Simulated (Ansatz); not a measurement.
## Relativity in HgTe

```xyz
2
Lattice="0.0000 2.9215 2.9215 2.9215 0.0000 2.9215 2.9215 2.9215 0.0000" Properties=species:S:1:pos:R:3 pbc="T T T"
Hg    0.0000    0.0000    0.0000
Te    2.9215    2.9215    2.9215
```

Atoms are numbered in the order listed.

The geometry is COD entry 1538296, unchecked; take it as a test cell.

One fixed cell is solved with PBE by LAPW (all electrons) in Ansatz 0.2.0 under different relativistic treatments. Pressure is positive in compression.

Settings: a Γ-centred 12×12×12 k mesh, Fermi–Dirac smearing of 0.08 eV, basis error target 1 meV/atom, no spin polarisation.

One of the runs gave P (GPa) = 19.53, lowest level at Γ above −25 eV, from the valence-band top or, without a gap, the Fermi level (eV) = -12.14. Which setting was it?
A. with spin–orbit coupling
B. non-relativistic
C. scalar-relativistic

B. The full set:
| setting | P (GPa) | lowest level at Γ above −25 eV, from the valence-band top or, without a gap, the Fermi level (eV) |
| --- | --- | --- |
| scalar-relativistic | 10.45 | -13.02 |
| non-relativistic | 19.53 | -12.14 |
| with spin–orbit coupling | 10.00 | -13.03 |
